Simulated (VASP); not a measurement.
Set up this calculation in VASP 6.6.1, as the native input.

| Item | Value |
| --- | --- |
| Task | single point |
| Functional | PBEsol |
| Potentials or basis | VASP PAW PBE potentials, release 64 (Cl, Li_sv) |
| Cutoff | 520 eV |
| k mesh | 6 × 6 × 6 |
| Occupations | gaussian, width 0.01 eV |
| Spin | no spin polarisation |
| Dipole correction | no |
| Further INCAR settings | ALGO = Fast; EDIFF = 1e-06; NBANDS = 12 |

The structure of LiCl lies in POSCAR:

```
LiCl
1.0
    0.0168780000      2.5296190000      2.5447930000
    2.6223680000     -0.0219260000      2.5835960000
    2.5863050000      2.5323600000      0.0141370000
Cl Li
1 1
Direct
    0.5080836245      0.4893282376      0.4942966327
   -0.0412921552      0.0545120547      0.0291335559
```

The cell isn't the ideal one: cell strained at random at fixed volume.

The input as run:

INCAR

```
  PREC = Accurate
  ENCUT = 520
  EDIFF = 1E-6
  ISMEAR = 0
  SIGMA = 0.01
  LREAL = F
  LASPH = T
  NELM = 80
  ALGO = Fast
  ISIF = 2
  LWAVE = F
  LCHARG = F
  GGA = PS
  NBANDS = 12
```

KPOINTS

```
Automatic mesh
0
Gamma
  6 6 6
```

Potentials or basis: VASP PAW PBE potentials, release 64 (Cl, Li_sv).

Launch:

```bash
$ cat potpaw_PBE.64/Cl/POTCAR potpaw_PBE.64/Li_sv/POTCAR > POTCAR
$ mpirun -np 1 vasp_std > vasp.out
```

Results of the run:

```json
{
  "Largest force": "0.236 eV/Å",
  "Band gap on the k mesh": "6.07 eV, direct"
}
```

Caveat: the PAW data sets were made with another functional, which shifts forces and pressure a little.

Run time: 70 s on 1 thread of Intel(R) Xeon(R) Platinum 8375C CPU @ 2.90GHz (Ice Lake), with other jobs on the host, peak memory 0.17 GiB.
